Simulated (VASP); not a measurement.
CuO: single point with r2SCAN+U

Crystal: CuO.

```xyz
2
Lattice="0.0000 2.3273 2.3273 2.3273 0.0000 2.3273 2.3273 2.3273 0.0000" Properties=species:S:1:pos:R:3 pbc="T T T"
Cu    0.0000    0.0000    0.0000
O     1.1636    1.1636    1.1636
```

Measurements of this composition are mostly on another form, of space group No. 15.

```json
{"Program": "VASP 6.6.1", "Task": "single point", "Functional": "r2SCAN", "Potentials or basis": "VASP PAW PBE potentials, release 64 (Cu, O)", "Cutoff": "520 eV", "k mesh": "7 × 7 × 7", "Occupations": "gaussian, width 0.05 eV", "Spin": "collinear spin, ferromagnetic start", "Starting moments": "[0.6, 0.0] μB", "Fixed moment": "0 μB", "Hubbard terms": "Cu d U = 6 eV", "Further INCAR settings": "ALGO = Normal; EDIFF = 1e-06; NBANDS = 20"}
```

```json
{
 "Pressure": "-16.1 GPa",
 "Net moment": "0.00 μB per cell",
 "Valence electrons inside the program's atomic spheres": "Cu 9.93; O 4.90"
}
```

Eigenvalues of the final occupation matrices:
```
    site  spin  trace               eigenvalues
site 1 d     1   4.66  0.91 0.91 0.91 0.97 0.97
site 1 d     2   4.66  0.91 0.91 0.91 0.97 0.97
```

Wall time 25 s on 1 thread of Intel(R) Xeon(R) 6975P-C (Granite Rapids), on a shared host, peak memory 0.16 GiB.

Caveat: the PAW data sets were made with another functional, which shifts forces and pressure a little; the total moment is fixed, so each spin has its own Fermi level. The state reached can hang on the start; a lower one may exist.
